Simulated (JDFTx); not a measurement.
Ni: equation of state with PBE

Ni:

```
CELL_PARAMETERS angstrom
2.44802 0.00000 0.00000
-1.22401 2.12005 0.00000
0.00000 0.00000 4.07281
ATOMIC_POSITIONS crystal
Ni 0.66667 0.33333 0.75000
Ni 0.33333 0.66667 0.25000
```

This isn't the form of Ni at room conditions, which is fcc.

* Program: JDFTx 1.7.0 (patched build)
* Task: equation of state
* Functional: PBE
* Potentials or basis: PseudoDojo-SR-PBE-0.5-standard
* Cutoff: 1333 eV
* Density cutoff: 10667 eV
* k mesh: 12 × 12 × 7
* Occupations: fermi-dirac, width 0.05 eV
* Spin: collinear spin, ferromagnetic start
* Starting moments: [1.0, 1.0] μB

```yaml
Equilibrium_volume: 10.95 Å³/atom
Bulk_modulus_at_fixed_shape_and_positions: 195 GPa
Pressure_derivative_of_the_bulk_modulus: 4.8
```

Energy against volume, from the lowest point:
| volume (Å³/atom) | energy (meV/atom) |
| --- | --- |
| 9.935 | 69.19 |
| 10.146 | 41.63 |
| 10.357 | 21.70 |
| 10.569 | 8.59 |
| 10.780 | 1.56 |
| 10.992 | 0.00 |
| 11.203 | 3.29 |

Caveat: the cell was scaled at fixed shape and fractional positions, which overstates the stiffness of a crystal with free parameters, most of all of layers and chains.
